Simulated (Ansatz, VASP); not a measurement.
## One calculation of Si16Ge (a cell with a defect), two programs

```
CELL_PARAMETERS angstrom
0.00000 5.43000 5.43000
5.43000 0.00000 5.43000
5.43000 5.43000 0.00000
ATOMIC_POSITIONS crystal
Si 0.00094 0.00064 0.00071
Si 0.12503 0.12499 0.12500
Si 0.00097 0.00068 0.49770
Si 0.12084 0.12053 0.62934
Si 0.00094 0.49771 0.00072
Si 0.12086 0.62926 0.12062
Si 0.98943 0.50352 0.50354
Si 0.12083 0.62931 0.62936
Si 0.49769 0.00076 0.00083
Si 0.62958 0.12048 0.12055
Si 0.50387 0.98835 0.50387
Si 0.62962 0.12047 0.62948
Si 0.50381 0.50379 0.98860
Si 0.62959 0.62941 0.12055
Si 0.50389 0.50394 0.50391
Si 0.62582 0.62466 0.62494
Ge 0.37626 0.37448 0.37492
```

Alike in both runs: functional PBEsol; k mesh 2 × 2 × 2; occupations gaussian, width 0.05 eV; no spin polarisation.

Ansatz relaxed the structure, and its values are those at the end. VASP's run is a single point on that final structure, the one shown.

```csv
,VASP,Ansatz
version,VASP 6.6.1,Ansatz 0.2.0
potentials or method,"VASP PAW PBE potentials, release 64 (Si, Ge_d)","scalar-relativistic, plane waves, PAW"
plane-wave cutoff (eV),520,420
valence electrons in the cell,78,78
```

```tsv
	VASP	Ansatz	Ansatz less VASP
rms of the force components (eV/Å)	0.005	0.004	-0.0005
```

With one functional, cell and mesh, what is left measures potentials, basis and numerics. Ansatz warned: «pseudo_functional_mismatch».

Caveats: the k mesh is coarse (spacing up to 0.50 Å⁻¹), so the values aren't converged; the PAW data sets were made with another functional, which shifts forces and pressure a little (VASP).
